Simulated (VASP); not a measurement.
## Cl2 on the (1 1 0) face of ZnSe

Wanted: the adsorption energy and geometry of Cl2 on the (1 1 0) face of ZnSe. The molecule starts over a hollow site, upright. The start is a cell from a database of measured crystal structures.

Calculated with VASP 6.6.1; PBEsol; plane waves and PAW (Zn, Se), in the first sound run; inputs show where later runs differ.

## 1. Starting point

The cell holds 16 atoms: 8 Zn and 8 Se. Cell: a = 8.015 Å, b = 5.668 Å, c = 26.009 Å, α = 90.0°, β = 90.0°, γ = 90.0°. It derives from ZnSe. the (1 1 0) slab of ZnSe, cut from the database cell. Vacuum lies along c.

Structure file:

```xyz
16
Lattice="8.0152 0.0000 0.0000 0.0000 5.6676 0.0000 0.0000 0.0000 26.0095" Properties=species:S:1:pos:R:3
Zn    2.0038    2.8338    8.6100
Zn    6.0114    2.8338    8.6100
Zn    4.0076    0.0000   10.6138
Zn    0.0000    0.0000   10.6138
Zn    6.0114    2.8338   12.6176
Zn    2.0038    2.8338   12.6176
Zn    0.0000    0.0000   14.6214
Zn    4.0076    0.0000   14.6214
Se    4.0076    1.4169    8.6100
Se    0.0000    1.4169    8.6100
Se    6.0114    4.2507   10.6138
Se    2.0038    4.2507   10.6138
Se    0.0000    1.4169   12.6176
Se    4.0076    1.4169   12.6176
Se    2.0038    4.2507   14.6214
Se    6.0114    4.2507   14.6214
```

## 2. Surface relaxation

The free atoms relax, while those held by selective dynamics keep their cut positions.

Contents of INCAR:

```
SYSTEM = ZnSe
PREC = Normal
ENCUT = 300
EDIFF = 1E-05
NELM = 120
ISMEAR = 0
SIGMA = 0.05
LREAL = Auto
ALGO = Fast
GGA = PS
NBANDS = 89
LORBIT = 11
LWAVE = .FALSE.
LCHARG = .FALSE.
NCORE = 4
IBRION = 2
NSW = 40
ISIF = 2
EDIFFG = -0.03
POTIM = 0.4
MAXMIX = 40
IDIPOL = 3
LDIPOL = .TRUE.
DIPOL = 0.5 0.5 0.447
```

Contents of POSCAR:

```
ZnSe
1.0
    8.0151967861      0.0000000000      0.0000000000
    0.0000000000      5.6676000000      0.0000000000
    0.0000000000      0.0000000000     26.0094975896
Zn Se
8 8
Selective dynamics
Direct
    0.2500000000      0.5000000000      0.3310329200  F F F
    0.7500000000      0.5000000000      0.3310329200  F F F
    0.5000000000      0.0000000000      0.4080739800  F F F
    0.0000000000      0.0000000000      0.4080739800  F F F
    0.7500000000      0.5000000000      0.4851150400  T T T
    0.2500000000      0.5000000000      0.4851150400  T T T
    0.0000000000      0.0000000000      0.5621560900  T T T
    0.5000000000      0.0000000000      0.5621560900  T T T
    0.5000000000      0.2500000000      0.3310329200  F F F
    0.0000000000      0.2500000000      0.3310329200  F F F
    0.7500000000      0.7500000000      0.4080739800  F F F
    0.2500000000      0.7500000000      0.4080739800  F F F
    0.0000000000      0.2500000000      0.4851150400  T T T
    0.5000000000      0.2500000000      0.4851150400  T T T
    0.2500000000      0.7500000000      0.5621560900  T T T
    0.7500000000      0.7500000000      0.5621560900  T T T
```

Contents of KPOINTS:

```
Automatic mesh
0
Gamma
2 3 1
0 0 0
```

Potentials, in the order of the species: Zn and Se (PBE family, release 64).

Run with:

```bash
mpirun -np 4 vasp_std
```

The log of the run:

```text
[banner, memory and clock lines left out]
running    4 mpi-ranks, on    1 nodes
 distrk:  each k-point on    4 cores,    1 groups
 distr:  one band on    4 cores,    1 groups

 POSCAR found type information on POSCAR ZnSe
 POSCAR found :  2 types and      16 ions
|                                                                             |
|               ----> ADVICE to this user running VASP <----                  |
|                                                                             |
|     You enforced a specific xc type in the INCAR file but a different       |
|     [... a line on the potential file left out ...]
|     I HOPE YOU KNOW WHAT YOU ARE DOING!                                     |
|                                                                             |

 LDA part: xc-table for (Slater+PW92), standard interpolation
 POSCAR, INCAR and KPOINTS ok, starting setup
 FFT: planning ... GRIDC
 FFT: planning ... GRID_SOFT
 FFT: planning ... GRID
 WAVECAR not read
 entering main loop
       N       E                     dE             d eps       ncg     rms          rms(c)
DAV:   1     0.730284133837E+03    0.73028E+03   -0.44348E+04   880   0.891E+02
DAV:   2     0.342718289487E+02   -0.69601E+03   -0.67770E+03   828   0.246E+02
DAV:   3    -0.498228821903E+02   -0.84095E+02   -0.83325E+02   807   0.851E+01
DAV:   4    -0.533387949260E+02   -0.35159E+01   -0.35070E+01   832   0.161E+01
DAV:   5    -0.534287983369E+02   -0.90003E-01   -0.89952E-01   816   0.244E+00    0.129E+01
RMM:   6    -0.499970215825E+02    0.34318E+01   -0.91684E+00   712   0.121E+01    0.101E+01
RMM:   7    -0.496343347983E+02    0.36269E+00   -0.28141E+00   712   0.563E+00    0.345E+00
RMM:   8    -0.496487166072E+02   -0.14382E-01   -0.58782E-01   718   0.224E+00    0.148E+00
RMM:   9    -0.496349988042E+02    0.13718E-01   -0.12288E-01   712   0.162E+00    0.663E-01
RMM:  10    -0.496356916159E+02   -0.69281E-03   -0.26265E-02   715   0.735E-01    0.191E-01
RMM:  11    -0.496389615579E+02   -0.32699E-02   -0.69013E-03   712   0.249E-01    0.164E-01
RMM:  12    -0.496388996691E+02    0.61889E-04   -0.20009E-03   722   0.177E-01    0.430E-02
RMM:  13    -0.496391462174E+02   -0.24655E-03   -0.64790E-04   721   0.643E-02    0.244E-02
RMM:  14    -0.496395457567E+02   -0.39954E-03   -0.16755E-04   703   0.396E-02    0.313E-02
RMM:  15    -0.496396235034E+02   -0.77747E-04   -0.38972E-05   485   0.174E-02    0.106E-02
RMM:  16    -0.496399978166E+02   -0.37431E-03   -0.77293E-05   536   0.160E-02    0.854E-03
RMM:  17    -0.496400669570E+02   -0.69140E-04   -0.68817E-06   426   0.809E-03    0.795E-03
RMM:  18    -0.496401900313E+02   -0.12307E-03   -0.12251E-05   445   0.108E-02    0.361E-03
RMM:  19    -0.496402140829E+02   -0.24052E-04   -0.26966E-06   424   0.561E-03    0.393E-03
RMM:  20    -0.496402258245E+02   -0.11742E-04   -0.53257E-07   186   0.211E-03    0.163E-03
RMM:  21    -0.496402348562E+02   -0.90317E-05   -0.53054E-07   212   0.229E-03
   1 F= -.49640235E+02 E0= -.49640235E+02  d E =-.496402E+02
 curvature:   0.00 expect dE= 0.000E+00 dE for cont linesearch  0.000E+00
 trial: gam= 0.00000 g(F)=  0.267E+00 g(S)=  0.000E+00 ort = 0.000E+00 (trialstep = 0.100E+01)
 search vector abs. value=  0.267E+00
 bond charge predicted
       N       E                     dE             d eps       ncg     rms          rms(c)
DAV:   1    -0.498425627450E+02   -0.20234E+00   -0.37528E+01   768   0.197E+01    0.940E-01
RMM:   2    -0.498716137805E+02   -0.29051E-01   -0.33484E-01   712   0.236E+00    0.514E-01
RMM:   3    -0.498718129459E+02   -0.19917E-03   -0.51706E-02   713   0.851E-01    0.321E-01
RMM:   4    -0.498747922003E+02   -0.29793E-02   -0.87107E-03   714   0.352E-01    0.252E-01
RMM:   5    -0.498758008177E+02   -0.10086E-02   -0.61168E-03   712   0.244E-01    0.202E-01
RMM:   6    -0.498756637207E+02    0.13710E-03   -0.21619E-03   712   0.133E-01    0.489E-02
RMM:   7    -0.498757751521E+02   -0.11143E-03   -0.48844E-04   695   0.563E-02    0.166E-02
RMM:   8    -0.498759086104E+02   -0.13346E-03   -0.12920E-04   612   0.309E-02    0.109E-02
RMM:   9    -0.498759343878E+02   -0.25777E-04   -0.29148E-05   495   0.142E-02    0.707E-03
RMM:  10    -0.498759516319E+02   -0.17244E-04   -0.60780E-06   427   0.691E-03    0.273E-03
RMM:  11    -0.498759600197E+02   -0.83878E-05   -0.21521E-06   373   0.397E-03
   2 F= -.49875960E+02 E0= -.49875960E+02  d E =-.235725E+00
[... from here on, the cycles between the ionic steps are left out ...]
   3 F= -.50239602E+02 E0= -.50239602E+02  d E =-.599367E+00
   4 F= -.50259293E+02 E0= -.50259293E+02  d E =-.619058E+00
   5 F= -.50409971E+02 E0= -.50409971E+02  d E =-.150679E+00
   6 F= -.50565751E+02 E0= -.50565751E+02  d E =-.306459E+00
   7 F= -.50569804E+02 E0= -.50569804E+02  d E =-.310511E+00
   8 F= -.50570025E+02 E0= -.50570025E+02  d E =-.310732E+00
   9 F= -.50590136E+02 E0= -.50590136E+02  d E =-.201115E-01
  10 F= -.50590144E+02 E0= -.50590144E+02  d E =-.201190E-01
  11 F= -.50602899E+02 E0= -.50602899E+02  d E =-.127550E-01
  12 F= -.50605336E+02 E0= -.50605336E+02  d E =-.151923E-01
  13 F= -.50605688E+02 E0= -.50605688E+02  d E =-.155436E-01
  14 F= -.50613964E+02 E0= -.50613964E+02  d E =-.827655E-02
  15 F= -.50618755E+02 E0= -.50618755E+02  d E =-.130679E-01
  16 F= -.50616826E+02 E0= -.50616826E+02  d E =-.111380E-01
  17 F= -.50619709E+02 E0= -.50619709E+02  d E =-.140216E-01
  18 F= -.50624310E+02 E0= -.50624310E+02  d E =-.460103E-02
  19 F= -.50624405E+02 E0= -.50624405E+02  d E =-.469635E-02
  20 F= -.50627853E+02 E0= -.50627853E+02  d E =-.344731E-02
  21 F= -.50629160E+02 E0= -.50629160E+02  d E =-.475432E-02
  22 F= -.50629091E+02 E0= -.50629091E+02  d E =-.468569E-02
  23 F= -.50629525E+02 E0= -.50629525E+02  d E =-.511920E-02
  24 F= -.50629576E+02 E0= -.50629576E+02  d E =-.517077E-02
  25 F= -.50629598E+02 E0= -.50629598E+02  d E =-.519287E-02
  26 F= -.50630608E+02 E0= -.50630608E+02  d E =-.100995E-02
  27 F= -.50630630E+02 E0= -.50630630E+02  d E =-.103157E-02
  28 F= -.50631420E+02 E0= -.50631420E+02  d E =-.790518E-03
  29 F= -.50631457E+02 E0= -.50631457E+02  d E =-.827167E-03
  30 F= -.50632042E+02 E0= -.50632042E+02  d E =-.585022E-03
  31 F= -.50633109E+02 E0= -.50633109E+02  d E =-.165230E-02
  32 F= -.50633402E+02 E0= -.50633402E+02  d E =-.292520E-03
 trial-energy change:   -0.000293  1 .order   -0.000093   -0.000750    0.000564
 step:   2.4360(harm=  1.8677)  dis= 0.00304  next Energy=   -50.633471 (dE=-0.361E-03)
 bond charge predicted
       N       E                     dE             d eps       ncg     rms          rms(c)
DAV:   1    -0.506334720348E+02   -0.73895E-04   -0.14006E-02   776   0.385E-01    0.198E-01
RMM:   2    -0.506334589443E+02    0.13091E-04   -0.31363E-04   679   0.543E-02    0.187E-01
RMM:   3    -0.506334390566E+02    0.19888E-04   -0.41645E-05   520   0.196E-02    0.181E-01
RMM:   4    -0.506334207420E+02    0.18315E-04   -0.10139E-05   413   0.895E-03    0.177E-01
RMM:   5    -0.506334196572E+02    0.10848E-05   -0.19355E-06   308   0.453E-03
  33 F= -.50633420E+02 E0= -.50633420E+02  d E =-.310277E-03
 curvature:  -0.95 expect dE=-0.602E-04 dE for cont linesearch -0.107E-04
 trial: gam= 0.00000 g(F)=  0.636E-04 g(S)=  0.000E+00 ort =-0.561E-04 (trialstep = 0.311E+01)
 search vector abs. value=  0.636E-04
 reached required accuracy - stopping structural energy minimisation
```

Elapsed: 3.3 min, on 4 MPI ranks of Intel Xeon 6975P-C (Granite Rapids), shared host; peak memory 0.77 GiB; 13 min of CPU time.

The logs omit lines about the potential files and the build; timing stands in the text.

OUTCAR, selected parts (step 2):

```text
ion  position               nearest neighbor table
   1  0.250  0.500  0.331-   9 2.45  10 2.45  12 2.45
   2  0.750  0.500  0.331-   9 2.45  10 2.45  11 2.45
   3  0.500  0.000  0.408-  11 2.45  12 2.45   9 2.45  14 2.45
   4  0.000  0.000  0.408-  11 2.45  12 2.45  10 2.45  13 2.45
   5  0.750  0.500  0.485-  16 2.45  14 2.45  13 2.45  11 2.45
   6  0.250  0.500  0.485-  15 2.45  14 2.45  13 2.45  12 2.45
   7  0.000  0.000  0.562-  13 2.45  15 2.45  16 2.45
   8  0.500  0.000  0.562-  14 2.45  15 2.45  16 2.45
   9  0.500  0.250  0.331-   1 2.45   2 2.45   3 2.45
  10  0.000  0.250  0.331-   1 2.45   2 2.45   4 2.45
  11  0.750  0.750  0.408-   3 2.45   4 2.45   2 2.45   5 2.45
  12  0.250  0.750  0.408-   3 2.45   4 2.45   1 2.45   6 2.45
  13  0.000  0.250  0.485-   7 2.45   6 2.45   5 2.45   4 2.45
  14  0.500  0.250  0.485-   8 2.45   6 2.45   5 2.45   3 2.45
  15  0.250  0.750  0.562-   6 2.45   7 2.45   8 2.45
  16  0.750  0.750  0.562-   5 2.45   7 2.45   8 2.45

  LATTYP: Found a simple orthorhombic cell.
 ALAT       =     5.6676000000
 B/A-ratio  =     1.4142135624
 C/A-ratio  =     4.5891554784

 Subroutine GETGRP returns: Found  4 space group operations
 (whereof  2 operations were pure point group operations)

The static configuration has the point symmetry C_1h.
 The point group associated with its full space group is C_2v.

 Found      4 irreducible k-points:

   k-points           NKPTS =      4   k-points in BZ     NKDIM =      4   number of bands    NBANDS=     89

   dimension x,y,z NGX =    36 NGY =   24 NGZ =  112
   dimension x,y,z NGXF=    72 NGYF=   48 NGZF=  224

   ENCUT  =  300.0 eV  22.05 Ry    4.70 a.u.  11.32  8.00 36.73*2*pi/ulx,y,z

   NELECT =     144.0000    total number of electrons

 k-points in reciprocal lattice and weights: Automatic mesh
   0.00000000  0.00000000  0.00000000       0.167
   0.50000000  0.00000000  0.00000000       0.167
   0.00000000  0.33333333  0.00000000       0.333
   0.50000000  0.33333333  0.00000000       0.333

 dipolmoment           0.000000      0.000000      0.087089 electrons x Angstroem

 average (electrostatic) potential at core
       1 -41.7997       2 -41.7997       3 -41.6552       4 -41.6552       5 -41.7506
       6 -41.7506       7 -41.8191       8 -41.8191       9 -60.1529      10 -60.1529
      11 -60.7680      12 -60.7680      13 -60.7775      14 -60.7775      15 -60.4067
      16 -60.4067

 E-fermi :  -3.0392

 k-point     1 :       0.0000    0.0000    0.0000
  band No.  band energies     occupation
    ...
     68      -3.9561      2.00000
     69      -3.7601      2.00000
     70      -3.6591      2.00000
     71      -3.5706      2.00000
     72      -3.3204      2.00000
     73      -1.9438      0.00000
     74      -0.9491      0.00000
     75      -0.7459      0.00000
     76      -0.6376      0.00000
     77      -0.1902      0.00000
    ...

 k-point     2 :       0.5000    0.0000    0.0000
  band No.  band energies     occupation
    ...
     68      -4.5413      2.00000
     69      -4.1416      2.00000
     70      -4.1416      2.00000
     71      -3.6812      2.00000
     72      -3.6812      2.00000
     73      -1.1183      0.00000
     74      -1.1183      0.00000
     75       0.0434      0.00000
     76       0.0434      0.00000
     77       0.3158      0.00000
    ...

 k-point     3 :       0.0000    0.3333    0.0000
  band No.  band energies     occupation
    ...
     68      -4.0002      2.00000
     69      -3.9777      2.00000
     70      -3.7662      2.00000
     71      -3.7313      2.00000
     72      -3.5815      2.00000
     73      -1.3010      0.00000
     74      -1.1881      0.00000
     75      -0.4852      0.00000
     76      -0.2625      0.00000
     77      -0.1995      0.00000
    ...

  Total       -3.6209069     -3.0790219     -0.3052060      0.0000000      2.0959895      0.0000000
  in kB       -4.9100124     -4.1752071     -0.4138646      0.0000000      2.8421981      0.0000000
  external PRESSURE =      -3.1663614 kB  Pullay stress =       0.0000000 kB

  energy-cutoff  :      300.00
  volume of cell :     1181.53
      direct lattice vectors                 reciprocal lattice vectors
     8.015196786  0.000000000  0.000000000     0.124763000  0.000000000  0.000000000
     0.000000000  5.667600000  0.000000000     0.000000000  0.176441527  0.000000000
     0.000000000  0.000000000 26.009497590     0.000000000  0.000000000  0.038447494

 POSITION                                       TOTAL-FORCE (eV/Angst)
 -----------------------------------------------------------------------------------
      2.00380      2.83380      8.61000         0.000000     -1.069940      1.109382
      6.01140      2.83380      8.61000        -0.000000     -1.069940      1.109382
      4.00760      0.00000     10.61380        -0.000000      0.253123     -0.103242
      0.00000      0.00000     10.61380        -0.000000      0.253123     -0.103242
      6.01140      2.83996     12.68005        -0.000000      0.011536      0.000546
      2.00380      2.83996     12.68005        -0.000000      0.011536      0.000546
      0.00000      5.26105     14.10134         0.000000     -0.013751      0.016360
      4.00760      5.26105     14.10134         0.000000     -0.013751      0.016360
      4.00760      1.41690      8.61000        -0.000000      0.543459     -0.809309
      0.00000      1.41690      8.61000        -0.000000      0.543459     -0.809309
      6.01140      4.25070     10.61380        -0.000000      0.263649     -0.208879
      2.00380      4.25070     10.61380        -0.000000      0.263649     -0.208879
      0.00000      1.44141     12.60242        -0.000000      0.013952     -0.005804
      4.00760      1.44141     12.60242         0.000000      0.013952     -0.005804
      2.00380      4.13962     14.73179        -0.000000     -0.002028      0.000947
      6.01140      4.13962     14.73179        -0.000000     -0.002028      0.000947
 -----------------------------------------------------------------------------------
    total drift:                                0.000000      0.023545     -0.081482

  FREE ENERGIE OF THE ION-ELECTRON SYSTEM (eV)
  ---------------------------------------------------
  free  energy   TOTEN  =       -50.6334196572 eV

  energy  without entropy=      -50.6334196572  energy(sigma->0) =      -50.63341966

 reached required accuracy - stopping structural energy minimisation

 vacuum level on the upper side and lower side of the slab         2.179         1.828

 total charge
# of ion       s       p       d       tot
------------------------------------------
    1        0.558   0.348   9.771  10.678
    2        0.558   0.348   9.771  10.678
    3        0.538   0.451   9.774  10.764
    4        0.538   0.451   9.774  10.764
    5        0.538   0.453   9.776  10.767
    6        0.538   0.453   9.776  10.767
    7        0.581   0.419   9.769  10.770
    8        0.581   0.419   9.769  10.770
    9        1.448   2.361   0.022   3.830
   10        1.448   2.361   0.022   3.830
   11        1.442   2.391   0.030   3.864
   12        1.442   2.391   0.030   3.864
   13        1.438   2.421   0.033   3.892
   14        1.438   2.421   0.033   3.892
   15        1.455   2.373   0.028   3.856
   16        1.455   2.373   0.028   3.856
--------------------------------------------------
tot         15.996  22.436  78.407 116.839

[... 1 further part left out ...]
```

CONTCAR:

```
ZnSe
   1.00000000000000
     8.0151967861000006    0.0000000000000000    0.0000000000000000
     0.0000000000000000    5.6676000000000002    0.0000000000000000
     0.0000000000000000    0.0000000000000000   26.0094975895999987
  Zn              Se
     8     8
Selective dynamics
Direct
     0.2500000000000000    0.5000000000000000    0.3310329199999984   F   F   F
     0.7500000000000000    0.5000000000000000    0.3310329199999984   F   F   F
     0.5000000000000000    0.0000000000000000    0.4080739799999975   F   F   F
     0.0000000000000000    0.0000000000000000    0.4080739799999975   F   F   F
     0.7500000000000000    0.5010876671038350    0.4875163203415805   T   T   T
     0.2500000000000000    0.5010876671038350    0.4875163203415805   T   T   T
     0.0000000000000000    0.9282672616556934    0.5421610703626739   T   T   T
     0.5000000000000000    0.9282672616556934    0.5421610703626739   T   T   T
     0.5000000000000000    0.2500000000000000    0.3310329199999984   F   F   F
     0.0000000000000000    0.2500000000000000    0.3310329199999984   F   F   F
     0.7500000000000000    0.7500000000000000    0.4080739799999975   F   F   F
     0.2500000000000000    0.7500000000000000    0.4080739799999975   F   F   F
     0.0000000000000000    0.2543241304432639    0.4845313869854807   T   T   T
     0.5000000000000000    0.2543241304432639    0.4845313869854807   T   T   T
     0.2500000000000000    0.7304002360683709    0.5664002526604487   T   T   T
     0.7500000000000000    0.7304002360683709    0.5664002526604487   T   T   T
```

The gap is read on the k-mesh alone, so it is an upper bound where the band edges lie off the mesh. The PAW data sets were made with PBE, which is usual practice but a small mismatch for other functionals. The run keeps the 2 symmetry operations of its start, so it cannot find a distortion of lower symmetry.

[end of part 1 of 6]

[Lines on the potential files, build, host, timing and source positions are cut from VASP's logs without a mark.]

[Logs are printed without paths, hosts, clocks, repeated set-up lines and the standing remarks that a program may print on its own settings, such as how far it seeks lower states.]

[Hosts, paths, dates, database ids (printed as entryN), source tags and the programs' standing remarks are cut or masked in the printed files.]

[Runs that stopped without an error message from VASP are left out.]
